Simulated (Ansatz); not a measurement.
PbO2:

```xyz
3
Lattice="0.0000 2.7020 2.7020 2.7020 0.0000 2.7020 2.7020 2.7020 0.0000" Properties=species:S:1:pos:R:3 pbc="T T T"
Pb    0.0000    0.0000    0.0000
O     4.0530    4.0530    4.0530
O     1.3510    1.3510    1.3510
```

The cell comes from a database or a generator and needn't be the stable form of this composition.

```yaml
Program: Ansatz 0.2.0
Task: single point
Functional: PBE
Potentials_or_basis: Ansatz PAW
Cutoff: "420 eV (not typed: the program's choice for these potentials)"
k_mesh: 9 × 9 × 9
Occupations: fermi-dirac, width 0.05 eV
Spin: no spin polarisation
```

On this cell: pressure 0.4 GPa; largest force zero by symmetry; band gap on the k mesh none (metal or under the smearing width).

The same run follows on a disturbed copy (atoms moved at random, drawn with an rms of 0.05 Å):

```xyz
3
Lattice="0.0000 2.7020 2.7020 2.7020 0.0000 2.7020 2.7020 2.7020 0.0000" Properties=species:S:1:pos:R:3 pbc="T T T"
Pb    0.0198    0.0040   -0.0052
O     4.0228    4.0189    4.0321
O     1.3874    1.2948    1.3787
```

Question: What changes?

Answer: The energy (extrapolated to zero smearing) moves by +9.0 meV/atom; pressure 0.8 GPa; largest force 0.510 eV/Å; band gap on the k mesh none (metal or under the smearing width).

Forces in eV/Å, atoms in the order of the input:
```
Pb  -0.061 -0.297  0.099
O    0.380  0.025  0.190
O   -0.319  0.272 -0.289
```

Stress tensor (GPa, compression positive):
```
 0.89 -0.18  0.05
-0.18  0.62 -0.46
 0.05 -0.46  0.75
```
